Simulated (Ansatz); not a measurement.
The system is Te.

```
CELL_PARAMETERS angstrom
3.82029 -2.14820 0.00000
3.82029 2.14820 0.00000
-0.09429 0.00000 5.97609
ATOMIC_POSITIONS crystal
Te 0.00000 0.00000 0.00000
Te 0.30945 0.30945 0.33881
Te 0.69055 0.69055 0.66119
```

This isn't the form of Te at room conditions, which is trigonal, of chains.

Program: Ansatz 0.2.0. Alike in all runs: task band structure; potentials or basis Ansatz PAW; no spin polarisation; cell as given; k mesh 4 × 4 × 3; smearing fermi-dirac 0.05 eV; the mesh is coarse, so values aren't converged. Hardware: 2 threads of AMD EPYC 9R45 96-Core Processor (Zen 5), with other jobs on the host.

Q: Order these runs on this cell by their wall time, lowest first.
A. level PBEsol; cutoff (eV) 420; points for each segment of the path 14
B. level r2SCAN; cutoff (eV) 500; points for each segment of the path 14
C. level HSE06; cutoff (eV) 420; points for each segment of the path 4

A: A (2.1 s), B (4.5 s), C (140 s).

Caveats: all runs use coarse meshes.
